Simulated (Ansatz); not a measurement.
We consider rutile GeO2, described by r²SCAN0 (plane waves, PAW; Ansatz, a program for electronic structure).

Run with plane-wave cutoff 520 eV, 6×6×8 k mesh (along the axes of the cell as run), Fermi–Dirac smearing 0.01 eV, scalar-relativistic PAW data made under PBE.

Cell (measured lattice):

```xyz
6
Lattice="4.3970 0.0000 0.0000 0.0000 4.3970 0.0000 0.0000 0.0000 2.8630" Properties=species:S:1:pos:R:3 pbc="T T T"
Ge     0.0000     0.0000     0.0000
Ge     2.1985     2.1985     1.4315
O      1.3438     1.3438     0.0000
O      3.5423     0.8547     1.4315
O      0.8547     3.5423     1.4315
O      3.0532     3.0532     0.0000
```

Task: Estimate the band gap that the calculation returns.

Result: 
- band gap: 5.11 eV (on the SCF k mesh) (direct)

Measured, for comparison: band gap 4.68 eV (temperature not stated, not corrected to a static lattice, direct (forbidden), UV absorption; as tabulated in Mengle et al. (2019), arXiv:1905.10301).

Note: cell and atoms aren't relaxed at this level (largest force component 0.09 eV/Å, pressure -5.6 GPa).

Spin–orbit coupling is not included.

The computed numbers hold no vibrational or temperature effects.

Computing time: very roughly 5 core-minutes.
